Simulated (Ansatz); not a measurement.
## Computed energy over volume and axial ratio: Sb2Te3 (Bi2Te3 type, space group R-3m)

Sb₂Te₃ (Bi2Te3 type, space group R-3m)

Space group R-3m, hexagonal axes (No. 166); a = 4.2761 Å, b = 4.2761 Å, c = 29.8248 Å, α = 90.00°, β = 90.00°, γ = 120.00°

```tsv
atom	site	symmetry	x	y	z
Sb	6c	3m	0.0000	0.0000	0.3991
Te	3a	-3m	0.0000	0.0000	0.0000
Te	6c	3m	0.0000	0.0000	0.2102
```
(The calculation used a cell of 5 atoms; values per cell refer to that cell.)

Two coordinates are scanned: the volume, and the ratio of the stretch along z (the conventional c axis) to the stretch across it. Atoms keep their fractional coordinates.

The numbers are results of PBE-D3(BJ) (plane waves to 420 eV, PAW, scalar-relativistic; Ansatz, a first-principles code), not measurements. k mesh 9×9×9 (Γ-centred), Fermi-Dirac smearing 0.05 eV. E stands for the smeared free energy. Compression counts positive. As the atoms are clamped, bonds stretch with the cell, which overstates energies and stresses. As the smearing reaches across the gap at some points, the response to shear is sensitive to the k mesh, so small differences along c/a are uncertain. Sb2Te3 was relaxed with its symmetry unable to fall. Spin-orbit coupling is left out, though Sb and Te are heavy. The zero of ΔE is the relaxed starting cell.

ΔE (kJ/mol of atoms), with V/V₀ across and (c/a)/(c/a)₀ down:

```csv
(c/a)/(c/a)₀ \ V/V₀,0.920,0.960,1.000,1.040,1.080
0.960,4.4,1.4,0.4,1.1,3.1
0.980,4.1,1.0,0.1,0.8,2.9
1.000,3.9,0.9,0.0,0.8,2.9
1.020,3.9,0.9,0.1,0.9,3.1
1.040,4.0,1.2,0.4,1.2,3.4
```

σzz − σxx (GPa), with V/V₀ across and (c/a)/(c/a)₀ down:

```tsv
(c/a)/(c/a)₀ \ V/V₀	0.920	0.960	1.000	1.040	1.080
0.960	1.9	1.6	1.4	1.2	1.1
0.980	1.2	0.9	0.7	0.6	0.4
1.000	0.5	0.2	0.0	-0.2	-0.3
1.020	-0.3	-0.6	-0.8	-0.9	-1.0
1.040	-0.9	-1.3	-1.5	-1.7	-1.8
```

Summary:

| Property | Value |
|---|---|
| Modulus against c/a change at fixed volume, (3/4V)·∂²E/∂(ln c/a)² (fit, atoms clamped) | 19 GPa, an upper bound as the atoms could relax |
| Lowest place on the grid | V/V₀ = 1.000, (c/a)/(c/a)₀ = 1.000 (0 meV/atom) |
| Highest place on the grid | V/V₀ = 0.920, (c/a)/(c/a)₀ = 0.960 (46 meV/atom) |

(Under strain, the slope of the energy per volume gives the stress and its curvature an elastic modulus.)
